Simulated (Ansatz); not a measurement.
TiO2 (Anatase) in Ansatz: the effect of functional

Crystal: TiO2 (Anatase).

```
CELL_PARAMETERS angstrom
-1.89210 1.89210 4.75730
1.89210 -1.89210 4.75730
1.89210 1.89210 -4.75730
ATOMIC_POSITIONS crystal
Ti 0.75000 0.25000 0.50000
Ti 0.00000 0.00000 0.00000
O 0.79190 0.79190 0.00000
O 0.54190 0.04190 0.50000
O 0.95810 0.45810 0.50000
O 0.20810 0.20810 0.00000
```

Alike in all runs:

| Property | Result |
| --- | --- |
| Program | Ansatz 0.2.0 |
| Task | band structure |
| Potentials or basis | all-electron LAPW, scalar-relativistic |
| Cutoff | 384 eV |
| Basis error allowed | 0.002 eV/atom |
| k mesh | 10 × 10 × 10 |
| Occupations | fermi-dirac, width 0.05 eV |
| Spin | no spin polarisation |

One run gave: gap on the mesh 2.03 eV; pressure -6.5 GPa; largest force 0.12 eV/Å. Which functional did it use?
A. PBE
B. PBEsol
C. LDA

C.

```csv
functional,gap on the mesh (eV),pressure (GPa),largest force (eV/Å)
PBEsol,2.08,-1.1,0.01
LDA,2.03,-6.5,0.12
PBE,2.13,5.2,0.11
```

A k mesh can miss the band edges.

Not every run made on this cell is shown here.
